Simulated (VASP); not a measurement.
Crystal: Pb.

```
Pb
1.0
     0.01933    2.46287    2.45281
     2.50286   -0.00675    2.47889
     2.48132    2.46742    0.01479
Pb
1
Direct
  0.00000 0.00000 0.00000
```

The cell isn't the ideal one: cell sheared at random, sigma 0.01, atoms nudged by 0.01 Å.

```yaml
Program: VASP 6.6.1
Task: relaxation of cell and atoms
Functional: PBE
Potentials_or_basis: VASP PAW PBE potentials, release 64 (Pb_d)
Cutoff: 600 eV
k_mesh: 9 × 9 × 9
Occupations: methfessel-paxton, width 0.1 eV
Spin: no spin polarisation
```

At the start: pressure 2.6 GPa; volume 30.13 Å³/atom.

Task: Where does the relaxation end?

Result: Over 7 steps the energy falls by 14.1 meV/atom and the volume is 31.88 Å³/atom (+5.8 %); space group Fm-3m (No. 225, to 0.05 Å).

Step by step:
```
step  energy change (eV)  largest force (eV/Å)  pressure (GPa)  volume (Å³)
   1              0.0000                0.0000            2.59        30.13
   2             -0.0133                0.0000           -0.52        32.30
   3             -0.0139                0.0000           -0.02        31.89
   4             -0.0139                0.0000           -0.06        31.92
   5             -0.0140                0.0000           -0.07        31.90
   6             -0.0141                0.0000           -0.04        31.88
   7             -0.0141                0.0000           -0.01        31.88
```

Final structure:
```
Pb
1.0
    -0.00032    2.51623    2.50745
     2.52643    0.00018    2.50678
     2.52697    2.51628   -0.00051
Pb
1
Direct
  0.00000 0.00000 0.00000
```
